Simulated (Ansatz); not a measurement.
These are results of Ansatz, DFT PBE, scalar-relativistic, plane waves, PAW, not measurements. Settings: cutoff 420 eV, Γ-centred meshes spaced at most about 0.3 Å⁻¹, and about 0.25 Å⁻¹ or finer for metals (2π included), Gaussian smearing. Spin is collinear in cells that carry moments; the others ran without spin or lost their moments.

These are static total energies at zero pressure.

Question: Which of these relaxed structures of Cd₄InO is the lowest in energy?
A.
(no moments)
```
CELL_PARAMETERS angstrom
5.33194 0.00000 0.00000
-2.66597 4.61760 0.00000
0.00000 0.00000 5.44545
ATOMIC_POSITIONS crystal
Cd 0.33333 0.66667 0.75531
Cd 0.33333 0.66667 0.24469
Cd 0.66667 0.33333 0.75531
Cd 0.66667 0.33333 0.24469
In 0.00000 0.00000 0.50000
O 0.00000 0.00000 0.00000
```

B.
(no moments)
```
CELL_PARAMETERS angstrom
0.00000 4.54548 4.54548
4.54548 0.00000 4.54548
4.54548 4.54548 0.00000
ATOMIC_POSITIONS crystal
Cd 0.63810 0.63810 0.63810
Cd 0.08570 0.63810 0.63810
Cd 0.63810 0.63810 0.08570
Cd 0.63810 0.08570 0.63810
In 0.00000 0.00000 0.00000
O 0.50000 0.50000 0.50000
```

C.
(parallel moments up to 0.8 μB)
```
CELL_PARAMETERS angstrom
5.56052 0.00000 0.00000
-2.78026 4.81555 0.00000
0.00000 0.00000 5.55720
ATOMIC_POSITIONS crystal
Cd 0.33333 0.66667 0.00000
Cd 0.66526 0.83263 0.50000
Cd 0.16737 0.83263 0.50000
Cd 0.16737 0.33474 0.50000
In 0.00000 0.00000 0.00000
O 0.66667 0.33333 0.00000
```

D.
(parallel moments up to 0.4 μB)
```
CELL_PARAMETERS angstrom
5.13692 0.00000 0.00000
-2.56846 4.44870 0.00000
0.00000 0.00000 5.70313
ATOMIC_POSITIONS crystal
Cd 0.33333 0.66667 0.00000
Cd 0.66667 0.33333 0.00000
Cd 0.33333 0.66667 0.50000
Cd 0.66667 0.33333 0.50000
In 0.00000 0.00000 0.50000
O 0.00000 0.00000 0.00000
```

Answer: B. The next of these, D, lies 132 meV/atom higher. Forms: B F-43m; D P6/mmm; A P6/mmm; C P-6m2. All come from invented guesses. The lowest form computed isn't among them: it has space group P4/mmm (No. 123), 21.2 Å³/atom and lies 93 meV/atom below the best shown.

Another magnetic order may lie lower. Cells relaxed within their symmetry can be saddle points. Some types were kept out of the candidates beforehand, so the set may lack a known form.
